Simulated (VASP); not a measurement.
# KF: single point with LDA

Crystal: KF.

```
CELL_PARAMETERS angstrom
3.16119 0.00000 0.00000
0.00000 3.16119 0.00000
0.00000 0.00000 3.30784
ATOMIC_POSITIONS crystal
K 0.00000 0.00000 0.00000
F 0.50000 0.50000 0.50000
```

The cell comes from a database or a generator and needn't be the stable form of this composition.

The cell isn't the ideal one: strain -0.030 along x and y, +0.015 along z, atoms carried along.

| Quantity | Value |
| --- | --- |
| Program | VASP 6.6.1 |
| Task | single point |
| Functional | LDA |
| Potentials or basis | VASP PAW LDA potentials, release 64 (K_sv, F) |
| Cutoff | 520 eV |
| k mesh | 8 × 8 × 8 |
| Occupations | gaussian, width 0.05 eV |
| Spin | no spin polarisation |
| Dipole correction | no |
| Further INCAR settings | ALGO = Fast; EDIFF = 1e-06; NBANDS = 15 |

The pressure is -4.5 GPa. The band gap on the k mesh is 6.16 eV, indirect (least direct gap 6.20 eV).

Stress tensor (GPa, compression positive):
```
-3.23  0.00  0.00
 0.00 -3.23  0.00
 0.00  0.00 -7.18
```

Levels at points of the mesh, in eV from the valence-band top:
| k point | band 5 | band 6 | band 7 | band 8 | band 9 | band 10 | band 11 | band 12 |
| --- | --- | --- | --- | --- | --- | --- | --- | --- |
| (0.00, 0.00, 0.00) | -9.63 | -0.20 | -0.04 | -0.04 | 6.16 | 8.00 | 8.11 | 13.96 |
| (0.50, 0.00, 0.00) | -9.48 | -1.41 | -0.37 | -0.15 | 9.16 | 9.52 | 11.00 | 12.24 |
| (0.50, 0.50, 0.00) | -9.48 | -0.70 | -0.70 | -0.15 | 8.03 | 8.98 | 11.55 | 11.55 |
| (0.00, 0.00, 0.50) | -9.52 | -1.40 | -0.19 | -0.19 | 9.00 | 9.07 | 10.80 | 12.82 |
| (0.50, 0.00, 0.50) | -9.41 | -0.72 | -0.66 | 0.00 | 8.43 | 8.75 | 11.90 | 12.24 |
| (0.50, 0.50, 0.50) | -10.19 | -1.23 | -1.23 | -1.20 | 10.06 | 10.58 | 10.58 | 15.02 |

Run time: 19 s on 1 thread of Intel(R) Xeon(R) Platinum 8488C (Sapphire Rapids), on a shared host, peak memory 0.15 GiB.

A k mesh can miss the band edges.
